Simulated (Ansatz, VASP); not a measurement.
## Two plane-wave programs on Ba3O

```
CELL_PARAMETERS angstrom
5.09632 0.00000 0.00000
0.00000 5.09632 0.00000
0.00000 0.00000 5.09632
ATOMIC_POSITIONS crystal
Ba 0.00000 0.50000 0.50000
Ba 0.50000 0.00000 0.50000
Ba 0.50000 0.50000 0.00000
O 0.00000 0.00000 0.00000
```

Alike in both runs: functional PBE; k mesh 10 × 10 × 10; occupations gaussian, width 0.1 eV; no spin polarisation.

Ansatz relaxed the structure, and its values are those at the end. VASP's run is a single point on that final structure, the one shown.

|  | VASP | Ansatz |
| --- | --- | --- |
| version | VASP 6.6.1 | Ansatz 0.2.0 |
| potentials or method | VASP PAW PBE potentials, release 64 (Ba_sv, O) | scalar-relativistic, plane waves, PAW |
| plane-wave cutoff (eV) | 520 | 420 |
| valence electrons in the cell | 36 | 36 |

```csv
,VASP,Ansatz,Ansatz less VASP
gap on the k mesh at the Fermi level (eV),none,none,-
pressure (GPa),0.7,0.0,-0.69
```

A gap of «none» marks a metal or a gap that the smearing closes.

The runs have no spin-orbit coupling, so splittings on Ba are missing.
